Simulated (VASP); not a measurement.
# PbO: restarted molecular dynamics, 2 variants

PbO, Pca2_1 (no. 29), 8 atoms in the cell. PBE, molecular dynamics; PAW potentials Pb, O (PBE set).

| Restart from | Temperature at the end (K) | The same without a restart (K) | Potential energy at the end (eV/atom) | The same without a restart (eV/atom) | Electronic steps in the first step after the restart | Time (s) |
|---|---|---|---|---|---|---|
| CONTCAR with velocities, WAVECAR read | 574.0 | 574.0 | -5.35835 | -5.35835 | 4 | 237 |
| CONTCAR with velocities, no WAVECAR | 574.0 | 574.0 | -5.35835 | -5.35835 | 17 | 241 |

Limits: 60 fs of 8 atoms are too short for converged averages; the cell is only 5.5 Å across, so each atom moves in step with near copies of itself.

## Input of the first row

INCAR.step1:
```
GGA = PE
PREC = Normal
ENCUT = 400
EDIFF = 1E-6
NELMIN = 4
NELM = 60
ALGO = Normal
LREAL = Auto
LASPH = True
ISMEAR = 0
SIGMA = 0.05
ISYM = 0
LWAVE = True
LCHARG = False
IBRION = 0
NSW = 30
POTIM = 1.0
TEBEG = 600
ISIF = 2
RANDOM_SEED = 622520 0 0
MDALGO = 2
SMASS = 0
KPAR = 2
```

INCAR.step2, as INCAR.step1 but for:
```
- LWAVE = True
+ LWAVE = False
```

KPOINTS:
```
k-points
0
Monkhorst-Pack
  2 2 2
```

POSCAR.step1:
```
PbO
1.0
    5.7907900000      0.0000000000      0.0000000000
    0.0000000000      5.9551200000      0.0000000000
    0.0000000000      0.0000000000      5.4517000000
Pb O
4 4
Direct
    0.0259190000      0.2786270000      0.2524840000
    0.5259190000      0.7213730000      0.2524840000
    0.9740810000      0.7213730000      0.7524840000
    0.4740810000      0.2786270000      0.7524840000
    0.8843330000      0.6155230000      0.3670500000
    0.3843330000      0.3844770000      0.3670500000
    0.6156670000      0.6155230000      0.8670500000
    0.1156670000      0.3844770000      0.8670500000
```

Commands (each step's output is kept before the next begins):
```
cat potpaw_PBE.64/Pb/POTCAR potpaw_PBE.64/O/POTCAR > POTCAR
cp INCAR.step1 INCAR
cp POSCAR.step1 POSCAR
mpirun -np 2 vasp_std > vasp.out
cp CONTCAR POSCAR
cp INCAR.step2 INCAR
mpirun -np 2 vasp_std > vasp.out
```

Changes of the last row against the first:
```
(step 1)
- LWAVE = True
+ LWAVE = False
```

VASP 6.6.1 took 237 s on 2 cores (Intel Xeon Platinum 8259CL @ 2.50GHz (Skylake/Cascade Lake)), a shared host.
